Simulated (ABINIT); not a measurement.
## A GW chain in ABINIT: InP (F-43m)

How does a plane-wave GW calculation on InP (F-43m) run from the first input to the gap?

Program: ABINIT 10.8.3. Level of theory: LDA and many-body steps on it, plane waves. Results are calculated unless marked as measured.

### Step 1. Set-up

The structure is cubic, space group F-43m (No. 216). The conventional cell has a = 5.869 Å, b = 5.869 Å, c = 5.869 Å, α = 90.00°, β = 90.00°, γ = 90.00°. Nearest to In lie 4 P at 2.54 Å. Nearest to P lie 4 In at 2.54 Å. Farther neighbours are not listed.

The cell and positions come from the Crystallography Open Database and are kept as given unless a step says otherwise.

### Step 2. Ground state

This step: ABINIT 10.8.3; DFT, LDA, plane waves, norm-conserving pseudopotentials.

The ground-state density comes first.

File run.abi:

```
acell 3*1.0 Angstrom
rprim 
  -0.000000000000 2.934350000000 2.934350000000
  2.934350000000 -0.000000000000 2.934350000000
  2.934350000000 2.934350000000 -0.000000000000
ntypat 2
znucl 49 15
natom 2
typat 1 2
xred 
  0.000000000000 0.000000000000 0.000000000000
  0.250000000000 0.250000000000 0.250000000000
pp_dirpath "pseudos"
pseudos "In.upf, P.upf"
ecut 33
ngkpt 6 6 6
nshiftk 1
shiftk 0 0 0
kptopt 1
chksymbreak 0
nband 18
occopt 1
tolvrs 1e-10
nstep 60
prtwf 0
optforces 0
optstress 0
indata_prefix "in"
outdata_prefix "out"
tmpdata_prefix "tmp"
```

Launch:

```bash
> OMP_NUM_THREADS=1 mpirun -n 4 abinit run.abi > log
```

Numbers of over 12 decimals in the logs are rounded to 6 here.

Log:

```text
.Version 10.8.3 of ABINIT. v10.8.2 released Aug 2026.

 Symmetries : space group F-4 3 m (#216); Bravais cF (face-center cubic)
================================================================================
 Values of the parameters that define the memory need of the present run
     intxc =       0    ionmov =       0      iscf =       7    lmnmax =       6
     lnmax =       6     mgfft =      45  mpssoang =       3    mqgrid =    3001
     natom =       2  nloc_mem =       1    nspden =       1   nspinor =       1
    nsppol =       1      nsym =      24    n1xccc =    2501    ntypat =       2
    occopt =       1   xclevel =       1
-    mband =          18        mffmem =           1         mkmem =           4
       mpw =        3104          nfft =       91125          nkpt =          16
================================================================================
  Rough estimation (10% accuracy) of disk space for files :
================================================================================

--------------------------------------------------------------------------------
------------- Echo of variables that govern the present computation ------------
--------------------------------------------------------------------------------
 -outvars: echo values of preprocessed input variables --------
            acell      1.8897261259E+00  1.8897261259E+00  1.8897261259E+00 Bohr

      chksymbreak           0
             ecut      3.30000000E+01 Hartree
-          fftalg         312

              ixc       -1012
              kpt      0.00000000E+00  0.00000000E+00  0.00000000E+00
                       1.66666667E-01  0.00000000E+00  0.00000000E+00
                       3.33333333E-01  0.00000000E+00  0.00000000E+00
                       5.00000000E-01  0.00000000E+00  0.00000000E+00
                       1.66666667E-01  1.66666667E-01  0.00000000E+00
                       3.33333333E-01  1.66666667E-01  0.00000000E+00
                       5.00000000E-01  1.66666667E-01  0.00000000E+00
                      -3.33333333E-01  1.66666667E-01  0.00000000E+00
                      -1.66666667E-01  1.66666667E-01  0.00000000E+00
   [... 5 further rows ...]
                      -3.33333333E-01  3.33333333E-01  1.66666667E-01
                      -3.33333333E-01  5.00000000E-01  1.66666667E-01
         kptrlatt        6    0    0      0    6    0      0    0    6
          kptrlen      4.70518853E+01
P           mkmem           4
            natom           2
            nband          18
            ngfft          45      45      45
             nkpt          16
            nstep          60
             nsym          24
           ntypat           2
              occ      2.000000  2.000000  2.000000  2.000000  2.000000  2.000000
                       2.000000  2.000000  2.000000  2.000000  2.000000  2.000000
                       2.000000  0.000000  0.000000  0.000000  0.000000  0.000000
        optforces           0
        optstress           0
            prtwf           0
            rprim     -0.0000000000E+00  2.9343500000E+00  2.9343500000E+00
[...]
spgroup         216

           tolvrs      1.00000000E-10

             xred      0.0000000000E+00  0.0000000000E+00  0.0000000000E+00
[...]
znucl       49.00000   15.00000

================================================================================

 chkinp: Checking input parameters for consistency.

================================================================================
== DATASET  1 ==================================================================
-   mpi_nproc: 4, omp_nthreads: 1 (-1 if OMP is not activated)

--- !DatasetInfo
iteration_state: {dtset: 1, }
dimensions: {natom: 2, nkpt: 16, mband: 18, nsppol: 1, nspinor: 1, nspden: 1, mpw: 3104, }
cutoff_energies: {ecut:  33.0, pawecutdg:  -1.0, }
electrons: {nelect:   2.60000000E+01, charge:   0.00000000E+00, occopt:   1.00000000E+00, tsmear:   1.00000000E-02, }

 Real(R)+Recip(G) space primitive vectors, cartesian coordinates (Bohr,Bohr^-1):
 R(1)=  0.0000000  5.5451179  5.5451179  G(1)= -0.0901694  0.0901694  0.0901694
 R(2)=  5.5451179  0.0000000  5.5451179  G(2)=  0.0901694 -0.0901694  0.0901694
 R(3)=  5.5451179  5.5451179  0.0000000  G(3)=  0.0901694  0.0901694 -0.0901694
 Unit cell volume ucvol=  3.4100625E+02 bohr^3
 Angles (23,13,12)=  6.00000000E+01  6.00000000E+01  6.00000000E+01 degrees

 getcut: wavevector=  0.0000  0.0000  0.0000  ngfft=  45  45  45
         ecut(hartree)=     33.000   => boxcut(ratio)=   2.16973

--- Pseudopotential description ------------------------------------------------
- In Generated using ONCVPSP code by D. R. Hamann
- 49.00000  21.00000  180309                  znucl, zion, pspdat
12 -1012 2 -1 1894                            pspcod,pspxc,lmax,lloc,mmax
     nproj     2     2     2
  pspatm : epsatm=   33.93291270
         --- l  ekb(1:nproj) -->
[...]
pspatm: atomic psp has been read  and splines computed

- P Generated using ONCVPSP code by D. R. Hamann
- 15.00000   5.00000  180309                  znucl, zion, pspdat
12 -1012 2 -1 1298                            pspcod,pspxc,lmax,lloc,mmax
     nproj     2     2     2
  pspatm : epsatm=    7.03163270
         --- l  ekb(1:nproj) -->
[...]
2   -3.024864   -0.802189
 pspatm: atomic psp has been read  and splines computed

   1.06507818E+03                                ecore*ucvol(ha*bohr**3)
--------------------------------------------------------------------------------

_setup2: Arith. and geom. avg. npw (full set) are    3085.792    3085.771

================================================================================

--- !BeginCycle
iteration_state: {dtset: 1, }
solver: {iscf: 7, nstep: 60, nline: 4, wfoptalg: 0, }
tolerances: {tolvrs: 1.00E-10, }

     iter   Etot(hartree)      deltaE(h)  residm     vres2
 ETOT  1  -205.97483694696    -2.060E+02 2.459E-01 1.666E+02
 ETOT  2  -206.31565769344    -3.408E-01 6.932E-03 1.653E+01
 ETOT  3  -206.31810961554    -2.452E-03 1.166E-02 4.994E-01
 ETOT  4  -206.31816287813    -5.326E-05 1.054E-03 4.534E-02
 ETOT  5  -206.31817259573    -9.718E-06 3.582E-04 8.230E-03
 ETOT  6  -206.31817477819    -2.182E-06 2.198E-05 1.135E-04
 ETOT  7  -206.31817478924    -1.105E-08 8.984E-06 1.221E-06
 ETOT  8  -206.31817478943    -1.887E-10 5.675E-07 6.019E-08
 ETOT  9  -206.31817478945    -1.512E-11 2.331E-07 3.823E-09
 ETOT 10  -206.31817478944     9.720E-12 1.511E-08 4.905E-12

 At SCF step   10       vres2   =  4.91E-12 < tolvrs=  1.00E-10 =>converged.

--- !ResultsGS
iteration_state: {dtset: 1, }
comment   : Summary of ground state results
lattice_vectors:
- [ -0.0000000,   5.5451179,   5.5451179, ]
- [  5.5451179,  -0.0000000,   5.5451179, ]
- [  5.5451179,   5.5451179,  -0.0000000, ]
lattice_lengths: [   7.84198,    7.84198,    7.84198, ]
lattice_angles: [ 60.000,  60.000,  60.000, ] # degrees, (23, 13, 12)
lattice_volume:   3.4100625E+02
convergence: {deltae:  9.720E-12, res2:  4.905E-12, residm:  1.511E-08, diffor:  0.000E+00, }
etotal    :  -2.06318175E+02
entropy   :   0.00000000E+00
fermie    :   1.74074826E-01
cartesian_stress_tensor: null
pressure_GPa: null
xred      :
- [  0.0000E+00,   0.0000E+00,   0.0000E+00, In]
- [  2.5000E-01,   2.5000E-01,   2.5000E-01,  P]
cartesian_forces: null
force_length_stats: {min: null, max: null, mean: null, }

 Integrated electronic density in atomic spheres:
 ------------------------------------------------
 Atom  Sphere_radius  Integrated_density
    1        2.00000         17.83909891
    2        2.00000          2.75334687
================================================================================

 ----iterations are completed or convergence reached----

 Mean square residual over all n,k,spin=   10.062E-11; max=  15.108E-09
 reduced coordinates (array xred) for    2 atoms
       0.000000000000      0.000000000000      0.000000000000
       0.250000000000      0.250000000000      0.250000000000
 rms dE/dt=  0.0000E+00; max dE/dt=  0.0000E+00; dE/dt below (all hartree)
    1       0.000000000000      0.000000000000      0.000000000000
    2       0.000000000000      0.000000000000      0.000000000000

 cartesian coordinates (angstrom) at end:
    1      0.000000     0.000000     0.000000
    2      1.467175     1.467175     1.467175
 length scales=  1.889726125908  1.889726125908  1.889726125908 bohr
              =  1.000000000000  1.000000000000  1.000000000000 angstroms
 prteigrs : about to open file out_EIG
 Fermi (or HOMO) energy (hartree) =   0.17407   Average Vxc (hartree)=  -0.36049
 Eigenvalues (hartree) for nkpt=  16  k points:
 kpt#   1, nband= 18, wtk=  0.00463, kpt=  0.0000  0.0000  0.0000 (reduced coord)
  -4.04219   -2.52030   -2.52030   -2.52030   -0.34687   -0.34687   -0.34687   -0.34129
  -0.34129   -0.24972    0.17407    0.17407    0.17407    0.19088    0.31951    0.31951
   0.31951    0.47740
 prteigrs : prtvol=0 or 1, do not print more k-points.

--- !EnergyTerms
iteration_state     : {dtset: 1, }
comment             : Components of total free energy in Hartree
kinetic             :  7.00328815073717E+01
hartree             :  7.44498485263649E+01
xc                  : -2.99339727440290E+01
Ewald energy        : -1.03918092430690E+02
psp_core            :  3.12333917428224E+00
local_psp           : -2.03934287722262E+02
non_local_psp       : -1.61378911004735E+01
total_energy        : -2.06318174789436E+02
total_energy_eV     : -5.61420354376116E+03
band_energy         : -2.66217646228875E+01

== END DATASET(S) ==============================================================
================================================================================

 -outvars: echo values of variables after computation  --------
           etotal     -2.0631817479E+02
            nband          18
             nkpt          16
          spgroup         216
 [... the other variables as echoed above ...]

 Calculation completed.
```

Run time: 13 s. Hardware: 4 MPI ranks of Arm Neoverse V1, shared host; peak memory 0.31 GiB; 51 s of CPU time.

Numbers from this step:

| Property | Result |
| --- | --- |
| total energy | -5614.2035 eV |
| gap | 0.4574 eV |
| k of the valence top | 0, 0, 0 |
| k of the conduction bottom | 0, 0, 0 |
| least direct gap | 0.4574 eV |

The gap is direct, at Γ.

(Part 1 of 3 ends here.)

[Paths, hosts, dates, memory and timing lines, banners, echoed tables and standing remarks are left out of the program output.]

[Logs are printed without paths, hosts, clocks, repeated set-up lines and the standing remarks that a program may print on its own settings, such as how far it seeks lower states.]

[Runs of the session that timed out or met a known fault of the program may be left out.]

[Hosts, paths, dates, database ids (printed as entryN), source tags and the programs' standing remarks are cut or masked in the printed files.]

[G0W0 gaps are taken among the corrected bands and points alone; a level outside them can change the order at an edge.]

[Where Ansatz stands beside ABINIT at settings called matched, ABINIT's density can come from a denser mesh and the files from another edition; pairs whose starting gaps differed by over 0.03 eV were left out, so agreement reads better than it is.]
